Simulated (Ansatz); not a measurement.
# CdS (Greenockite): equation of state with PBE

CdS (Greenockite):

```
CELL_PARAMETERS angstrom
4.15000 0.00000 0.00000
-2.07500 3.59401 0.00000
0.00000 0.00000 6.73700
ATOMIC_POSITIONS crystal
Cd 0.66667 0.33333 0.50000
Cd 0.33333 0.66667 0.00000
S 0.66667 0.33333 0.87500
S 0.33333 0.66667 0.37500
```

```yaml
Program: Ansatz 0.2.0
Task: equation of state
Functional: PBE
Potentials_or_basis: all-electron LAPW, scalar-relativistic
Basis_error_allowed: 0.001 eV/atom
k_mesh: 7 × 7 × 4
Occupations: fermi-dirac, width 0.05 eV
Spin: no spin polarisation
```

* Equilibrium volume: 26.05 Å³/atom
* Bulk modulus at fixed shape and positions: 53 GPa
* Pressure derivative of the bulk modulus: 4.6

Energy against volume, from the lowest point:
```
volume (Å³/atom)  energy (meV/atom)
          23.614              45.40
          24.116              27.51
          24.618              14.49
          25.121               5.86
          25.623               1.16
          26.126               0.00
          26.628               2.00
```

All runs of the series together: 2.8 min on 2 threads of Intel(R) Xeon(R) Processor @ 2.70GHz (shared host).

Caveat: the cell was scaled at fixed shape and fractional positions, which overstates the stiffness of a crystal with free parameters, most of all of layers and chains.
